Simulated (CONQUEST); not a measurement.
# HfO2 (P1) in CONQUEST: convergence with k mesh

Aim: find how far k mesh must go before the results for HfO2 settle, at PBE. This setting moves, with any that are tied to it; all else stays.

Program: CONQUEST 1.3. These are calculated values, not measurements. Logs are shortened: lines on timing, memory, paths and dates and some standing lists are left out, and cuts for length are marked.

### Step 1. The cell of the first run

The typed cell holds 6 atoms: a = 3.558 Å, b = 3.558 Å, c = 5.172 Å, α = 90.00°, β = 90.00°, γ = 90.00°.

The cell comes from a database or a generator and needn't be the stable form of this composition.

The cell isn't the ideal one: atoms moved at random.

### Step 2. With k mesh 1 × 1 × 1

The input, Conquest_input:

```
IO.Title HfO2
IO.Coordinates coords.dat
IO.FractionalAtomicCoords T
IO.Iprint 2
IO.Iprint_init 1
General.NumberOfSpecies 2
General.PseudopotentialType hamann
AtomMove.TypeOfRun static
AtomMove.FullStress T
Grid.GridCutoff 150
DM.SolutionMethod diagon
Diag.MPMesh T
Diag.GammaCentred T
Diag.MPMeshX 1
Diag.MPMeshY 1
Diag.MPMeshZ 1
Diag.kT 0.00183747
minE.SCTolerance 1e-6
SC.MaxIters 100
IO.AtomChargeOutput T
%block ChemicalSpeciesLabel
1 178.490 Hf
2 16.000 O
%endblock
```

The input, coords.dat:

```
    6.7236820798     0.0000000000     0.0000000000
    0.0000000000     6.7236820798     0.0000000000
    0.0000000000     0.0000000000     9.7734012415
6
  0.9933790000   0.0226280000   0.0069090000 1 T T T
  0.5004440000   0.5161010000   0.4750070000 1 T T T
  0.4999810000   0.0036690000   0.8094900000 2 T T T
  0.9777230000   0.5059860000   0.7094370000 2 T T T
  0.9963470000   0.4907060000   0.1929100000 2 T T T
  0.5068340000   0.0124450000   0.3042720000 2 T T T
```

Potentials or basis: PseudoDojo NC PBE, SZP, grid cutoff 150 Ha.

On the command line:

```sh
OMP_NUM_THREADS=1 Conquest
```

Run time: 2.1 min. Hardware: 1 thread of AMD EPYC (Zen 3), shared host; peak memory 0.78 GiB.

What came out:

- Free energy: -4876.1752 eV
- Pressure: 12.3 GPa
- Largest force: 6.881 eV/Å
- Band gap on the k mesh: 2.81 eV, direct
- Mulliken charges: Hf +1.20, +1.21; O -0.60, -0.61 e

### Step 3. With k mesh 2 × 2 × 2

Edit Conquest_input of step 2 so:

```diff
@@ -13,5 +13,5 @@
 Diag.GammaCentred T
-Diag.MPMeshX 1
-Diag.MPMeshY 1
-Diag.MPMeshZ 1
+Diag.MPMeshX 2
+Diag.MPMeshY 2
+Diag.MPMeshZ 2
 Diag.kT 0.00183747
```

coords.dat is that of step 2.

Potentials or basis: PseudoDojo NC PBE, SZP, grid cutoff 150 Ha.

On the command line:

```sh
OMP_NUM_THREADS=1 Conquest
```

Run time: 2.3 min. Hardware: 1 thread of AMD EPYC (Zen 3), shared host; peak memory 0.78 GiB.

What came out:

| Item | Value |
| --- | --- |
| Free energy | -4877.3485 eV |
| Pressure | 20.6 GPa |
| Largest force | 4.108 eV/Å |
| Band gap on the k mesh | 3.27 eV, indirect (least direct gap 3.32 eV) |
| Mulliken charges | Hf +1.23, +1.21; O -0.60, -0.63, -0.62 e |

### Step 4. With k mesh 3 × 3 × 2

Edit Conquest_input of step 3 so:

```diff
@@ -13,4 +13,4 @@
 Diag.GammaCentred T
-Diag.MPMeshX 2
-Diag.MPMeshY 2
+Diag.MPMeshX 3
+Diag.MPMeshY 3
 Diag.MPMeshZ 2
```

coords.dat is that of step 3.

On the command line:

```sh
OMP_NUM_THREADS=1 Conquest
```

It took 2.5 min on 1 thread of AMD EPYC (Zen 3), shared host; peak memory 0.78 GiB.

What came out:

- Free energy: -4877.6322 eV
- Pressure: 19.4 GPa
- Largest force: 4.339 eV/Å
- Band gap on the k mesh: 3.34 eV, indirect (least direct gap 3.39 eV)
- Mulliken charges: Hf +1.22, +1.21; O -0.59, -0.60, -0.62, -0.61 e

### Step 5. With k mesh 3 × 3 × 3

Edit Conquest_input of step 4 so:

```diff
@@ -15,3 +15,3 @@
 Diag.MPMeshY 3
-Diag.MPMeshZ 2
+Diag.MPMeshZ 3
 Diag.kT 0.00183747
```

coords.dat is that of step 4.

On the command line:

```sh
OMP_NUM_THREADS=1 Conquest
```

Wall time 2.6 min (1 thread of AMD EPYC (Zen 3), shared host); peak memory 0.78 GiB.

What came out:

```yaml
Free_energy: -4877.6590 eV
Pressure: 19.2 GPa
Largest_force: 4.337 eV/Å
Band_gap_on_the_k_mesh: 3.36 eV, indirect (least direct gap 3.40 eV)
Mulliken_charges: Hf +1.22, +1.21; O -0.59, -0.60, -0.62, -0.61 e
```

### Step 6. With k mesh 4 × 4 × 3

Edit Conquest_input of step 5 so:

```diff
@@ -13,4 +13,4 @@
 Diag.GammaCentred T
-Diag.MPMeshX 3
-Diag.MPMeshY 3
+Diag.MPMeshX 4
+Diag.MPMeshY 4
 Diag.MPMeshZ 3
```

coords.dat is that of step 5.

Potentials or basis: PseudoDojo NC PBE, SZP, grid cutoff 150 Ha.

On the command line:

```sh
OMP_NUM_THREADS=1 Conquest
```

Run time: 3 min. Hardware: 1 thread of AMD EPYC (Zen 3), shared host; peak memory 0.78 GiB.

It converged, with:

```
Free energy            : -4877.6874 eV
Pressure               : 19.1 GPa
Largest force          : 4.324 eV/Å
Band gap on the k mesh : 3.38 eV, indirect (least direct gap 3.41 eV)
Mulliken charges       : Hf +1.22, +1.20; O -0.59, -0.60, -0.62, -0.61 e
```

### Step 7. With k mesh 6 × 6 × 4

Edit Conquest_input of step 6 so:

```diff
@@ -13,5 +13,5 @@
 Diag.GammaCentred T
-Diag.MPMeshX 4
-Diag.MPMeshY 4
-Diag.MPMeshZ 3
+Diag.MPMeshX 6
+Diag.MPMeshY 6
+Diag.MPMeshZ 4
 Diag.kT 0.00183747
```

coords.dat is that of step 6.

On the command line:

```sh
OMP_NUM_THREADS=1 Conquest
```

Run time: 4.8 min. Hardware: 1 thread of AMD EPYC (Zen 3), shared host; peak memory 0.78 GiB.

It converged, with:

| Item | Value |
| --- | --- |
| Free energy | -4877.6917 eV |
| Pressure | 19.1 GPa |
| Largest force | 4.325 eV/Å |
| Band gap on the k mesh | 3.36 eV, indirect (least direct gap 3.41 eV) |
| Mulliken charges | Hf +1.22, +1.20; O -0.59, -0.60, -0.62, -0.61 e |

### Step 8. With k mesh 6 × 6 × 5

Edit Conquest_input of step 7 so:

```diff
@@ -15,3 +15,3 @@
 Diag.MPMeshY 6
-Diag.MPMeshZ 4
+Diag.MPMeshZ 5
 Diag.kT 0.00183747
```

coords.dat is that of step 7.

On the command line:

```sh
OMP_NUM_THREADS=1 Conquest
```

Run time: 5 min. Hardware: 1 thread of AMD EPYC (Zen 3), shared host; peak memory 0.78 GiB.

It converged, with:

```
Free energy            : -4877.6918 eV
Pressure               : 19.1 GPa
Largest force          : 4.325 eV/Å
Band gap on the k mesh : 3.37 eV, indirect (least direct gap 3.41 eV)
Mulliken charges       : Hf +1.22, +1.20; O -0.59, -0.60, -0.62, -0.61 e
```

### Step 9. With k mesh 8 × 8 × 5

Edit Conquest_input of step 8 so:

```diff
@@ -13,4 +13,4 @@
 Diag.GammaCentred T
-Diag.MPMeshX 6
-Diag.MPMeshY 6
+Diag.MPMeshX 8
+Diag.MPMeshY 8
 Diag.MPMeshZ 5
```

coords.dat is that of step 8.

Potentials or basis: PseudoDojo NC PBE, SZP, grid cutoff 150 Ha.

On the command line:

```sh
OMP_NUM_THREADS=1 Conquest
```

Run time: 6.8 min. Hardware: 1 thread of AMD EPYC (Zen 3), shared host; peak memory 0.78 GiB.

It converged, with:

```
Free energy            : -4877.6919 eV
Pressure               : 19.1 GPa
Largest force          : 4.325 eV/Å
Band gap on the k mesh : 3.37 eV, indirect (least direct gap 3.41 eV)
Mulliken charges       : Hf +1.22, +1.20; O -0.59, -0.60, -0.62, -0.61 e
```

### Step 10. With k mesh 9 × 9 × 7

Edit Conquest_input of step 9 so:

```diff
@@ -13,5 +13,5 @@
 Diag.GammaCentred T
-Diag.MPMeshX 8
-Diag.MPMeshY 8
-Diag.MPMeshZ 5
+Diag.MPMeshX 9
+Diag.MPMeshY 9
+Diag.MPMeshZ 7
 Diag.kT 0.00183747
```

coords.dat is that of step 9.

On the command line:

```sh
OMP_NUM_THREADS=1 Conquest
```

Wall time 8.9 min (1 thread of AMD EPYC (Zen 3), shared host); peak memory 0.78 GiB.

Results (log left out):

| Quantity | Value |
| --- | --- |
| Free energy | -4877.6919 eV |
| Pressure | 19.1 GPa |
| Largest force | 4.325 eV/Å |
| Band gap on the k mesh | 3.37 eV, indirect (least direct gap 3.41 eV) |
| Mulliken charges | Hf +1.22, +1.20; O -0.59, -0.60, -0.62, -0.61 e |

### Step 11. With k mesh 11 × 11 × 8

Edit Conquest_input of step 10 so:

```diff
@@ -13,5 +13,5 @@
 Diag.GammaCentred T
-Diag.MPMeshX 9
-Diag.MPMeshY 9
-Diag.MPMeshZ 7
+Diag.MPMeshX 11
+Diag.MPMeshY 11
+Diag.MPMeshZ 8
 Diag.kT 0.00183747
```

coords.dat is that of step 10.

Potentials or basis: PseudoDojo NC PBE, SZP, grid cutoff 150 Ha.

On the command line:

```sh
OMP_NUM_THREADS=1 Conquest
```

The log of the run:

```text
Simulation cell dimensions:     6.7237 a0 x     6.7237 a0 x     9.7734 a0

      Atomic coordinates (a0)
         Atom         X         Y         Z  Species
            1    6.6792    0.1521    0.0675        1
            2    3.3648    3.4701    4.6424        1
            3    3.3617    0.0247    7.9115        2
            4    6.5739    3.4021    6.9336        2
            5    6.6991    3.2994    1.8854        2
            6    3.4078    0.0837    2.9738        2

         Monkhorst-Pack mesh:  11 x  11 x   8 gamma-centred
        This calculation includes non-local pseudopotentials,
         with a maximum core radius of      8.28664387

    Job title: HfO2
    Job to be run: static calculation

[... 5 lines left out ...]
      Using Fermi-Dirac smearing

    Integration grid size:     40 x   40 x   60

    Integration grid spacing:  0.168 a0 x 0.168 a0 x 0.163 a0

    Number of species:  2
    --------------------------------------------------------
    |   #  mass (au)  Charge (e)  SF Rad (a0)  NSF  Label  |
    --------------------------------------------------------
    |   1    178.490      12.000        8.573   13  Hf     |
    |   2     16.000       6.000        5.211    9  O      |
    --------------------------------------------------------
          SCF tolerance:                 0.00000100
          SCF iterations:               100

    The functional used will be GGA PBE96

           radial cut-off to be used is taken to be max PAO cut-off radius for this species:    8.286644

           greatest ang. mom. for making density from PAOs:  2

           radial cut-off to be used is taken to be max PAO cut-off radius for this species:    4.914330

           greatest ang. mom. for making density from PAOs:  2
    Minimum blocs/proc is     1500. Maximum blocs/proc is     1500
    set_atom_dens: In set_atomic_density, electrons :      48.000000000000
 matrix_size & matrix_size_padH =           62          62

    Screened ion int: energy:    -126.508256824411 Ha

    new_SC_potl: Starting.  Tolerance:  0.10000E-05

    PulayMixSC: Starting Pulay mixing, A_up =  0.500 A_dn =  0.500
    PulayMixSC: Spin non-polarised calculation.
          Harris-Foulkes Energy            :      -179.561761754467483 Ha
          (TS=0 as O(N) or entropic contribution is negligible)
          DFT Total Energy                 :      -178.752027965805013 Ha
          Total number of electrons        :        47.999999999999282
    PulayMixSC: Pulay iteration     1 residual:              0.90992E-02
          Harris-Foulkes Energy            :      -179.304767659510389 Ha
          GroundState Energy (E-(1/2)TS)   :      -179.304767676300003 Ha
          Free Energy (E-TS)               :      -179.304767693089616 Ha
          DFT Total Energy                 :      -179.110429192078016 Ha
          Total number of electrons        :        48.000004697487988
    PulayMixSC: Pulay iteration     2 residual:              0.48778E-02
          Harris-Foulkes Energy            :      -179.255169383284368 Ha
          (TS=0 as O(N) or entropic contribution is negligible)
          DFT Total Energy                 :      -179.242904168199686 Ha
          Total number of electrons        :        48.000004203750727
    PulayMixSC: Pulay iteration     3 residual:              0.10810E-02
          Harris-Foulkes Energy            :      -179.252302643316057 Ha
          (TS=0 as O(N) or entropic contribution is negligible)
          DFT Total Energy                 :      -179.250709594469015 Ha
          Total number of electrons        :        48.000004917122872
    PulayMixSC: Pulay iteration     4 residual:              0.60771E-03
          Harris-Foulkes Energy            :      -179.252491862107604 Ha
          (TS=0 as O(N) or entropic contribution is negligible)
          DFT Total Energy                 :      -179.250368608709721 Ha
          Total number of electrons        :        48.000006332334756
    PulayMixSC: Pulay iteration     5 residual:              0.43586E-03
          Harris-Foulkes Energy            :      -179.251874590804107 Ha
          (TS=0 as O(N) or entropic contribution is negligible)
          DFT Total Energy                 :      -179.251865261094224 Ha
          Total number of electrons        :        48.000006249007370
    PulayMixSC: Pulay iteration     6 residual:              0.24907E-04
          Harris-Foulkes Energy            :      -179.251871664511810 Ha
          (TS=0 as O(N) or entropic contribution is negligible)
          DFT Total Energy                 :      -179.251870927037203 Ha
          Total number of electrons        :        48.000006243433489
    PulayMixSC: Pulay iteration     7 residual:              0.91208E-05
          Harris-Foulkes Energy            :      -179.251871430180415 Ha
          (TS=0 as O(N) or entropic contribution is negligible)
          DFT Total Energy                 :      -179.251871287666006 Ha
          Total number of electrons        :        48.000006237481443
    PulayMixSC: Pulay iteration     8 residual:              0.42913E-05
          Harris-Foulkes Energy            :      -179.251871391424913 Ha
          (TS=0 as O(N) or entropic contribution is negligible)
          DFT Total Energy                 :      -179.251871343827531 Ha
          Total number of electrons        :        48.000006232469893
    PulayMixSC: Pulay iteration     9 residual:              0.17479E-05
          Harris-Foulkes Energy            :      -179.251871376144777 Ha
          (TS=0 as O(N) or entropic contribution is negligible)
          DFT Total Energy                 :      -179.251871373578069 Ha
          Total number of electrons        :        48.000006231444686
    PulayMixSC: Pulay iteration    10 residual:              0.58539E-06
    PulayMixSC: Reached SCF tolerance of  0.58539E-06 after     10 iterations
      | Number of electrons      =        48.000006
      |* band energy as 2Tr[K.H] =       -42.888833063882302 Ha
      |  screened ion-ion energy =      -126.508256824410665 Ha
      |  Ha correction           =        -1.665597500022694 Ha
      |  XC correction           =        -8.189187162053363 Ha
      |* Harris-Foulkes energy   =      -179.251871376144777 Ha
      |* DFT total energy        =      -179.251871373578069 Ha
      |  estimated accuracy      =        -0.000000002566708 Ha

    force: Forces on atoms (Ha/a0)
    force:  Atom   X              Y              Z
    force:     1   0.0040526004  -0.0389466341  -0.0646097251
    force:     2  -0.0074142934  -0.0040669614   0.0836772137
    force:     3  -0.0163273396  -0.0008377383  -0.0042510959
    force:     4   0.0210064818  -0.0026197795  -0.0316155021
    force:     5   0.0024900276   0.0527637260   0.0357577575
    force:     6  -0.0035735359  -0.0064522221  -0.0189404942

    force: Maximum force :        0.08367721(Ha/a0) on atom         2 in z direction
    force: Force Residual:        0.05626733 Ha/a0
    force: Total stress:         -9.45280326    -0.24827857    -1.39522447 GPa
                            -0.24827857   -31.58634656    -4.22320268
                            -1.39522447    -4.22320268   -16.25147436
    force: Average pressure:     19.09687473 GPa

    force: Finished force
    get_E_and_F: Change in energy during last step of electronic optimisation:  0.15280E-07

    BIBLIOGRAPHY: Please consider citing the following references in the conquest.bib file

    CONQUEST:         Bowler2002pt, Miyazaki2004, Nakata2020
    Basis:            Bowler2019
    DM:               Bowler:2006xr
    Pseudopotentials: Hamann2013, Bowler2019
    XC functional:    Perdew1996
```

Run time: 14 min. Hardware: 1 thread of AMD EPYC (Zen 3), shared host; peak memory 0.78 GiB.

Results:

| Quantity | Value |
| --- | --- |
| Free energy | -4877.6919 eV |
| Pressure | 19.1 GPa |
| Largest force | 4.325 eV/Å |
| Band gap on the k mesh | 3.36 eV, indirect (least direct gap 3.41 eV) |
| Mulliken charges | Hf +1.22, +1.20; O -0.59, -0.60, -0.62, -0.61 e |

### Step 12. The series at a glance

| k mesh | energy less the tightest run, at zero smearing (meV/atom) | pressure (GPa) | largest force (eV/Å) | gap on the mesh (eV) | SCF cycles | CPU time (s) | peak memory (GiB) |
| --- | --- | --- | --- | --- | --- | --- | --- |
| 1 × 1 × 1 | 252.79 | 12.27 | 6.881 | 2.808 | 11 | 94 | 0.78 |
| 2 × 2 × 2 | 57.23 | 20.57 | 4.108 | 3.267 | 10 | 100 | 0.78 |
| 3 × 3 × 2 | 9.95 | 19.35 | 4.339 | 3.342 | 10 | 110 | 0.78 |
| 3 × 3 × 3 | 5.49 | 19.25 | 4.337 | 3.364 | 10 | 110 | 0.78 |
| 4 × 4 × 3 | 0.75 | 19.12 | 4.324 | 3.375 | 10 | 140 | 0.78 |
| 6 × 6 × 4 | 0.03 | 19.10 | 4.325 | 3.363 | 10 | 220 | 0.78 |
| 6 × 6 × 5 | 0.02 | 19.10 | 4.325 | 3.368 | 10 | 230 | 0.78 |
| 8 × 8 × 5 | 0.00 | 19.10 | 4.325 | 3.368 | 10 | 340 | 0.78 |
| 9 × 9 × 7 | 0.00 | 19.10 | 4.325 | 3.366 | 10 | 440 | 0.78 |
| 11 × 11 × 8 | 0.00 | 19.10 | 4.325 | 3.363 | 10 | 780 | 0.78 |

Against the tightest run, the energy stays within 1 meV/atom from 4 × 4 × 3 on; the pressure stays within 0.1 GPa from 4 × 4 × 3 on; the largest force stays within 0.005 eV/Å from 4 × 4 × 3 on; the gap on the mesh stays within 0.01 eV from 6 × 6 × 4 on. Meshes of other sizes hit other points, so gaps and Fermi surfaces needn't settle smoothly. The tightest run that finished is the yardstick and may itself not be fully converged.

Caveats: the atomic basis is small; spin-orbit coupling is left out, which moves the levels of the heavy elements; an odd mesh through Γ misses points on the zone boundary, where band edges often lie; the basis of atomic orbitals isn't converged, which shifts pressures, moduli and gaps.
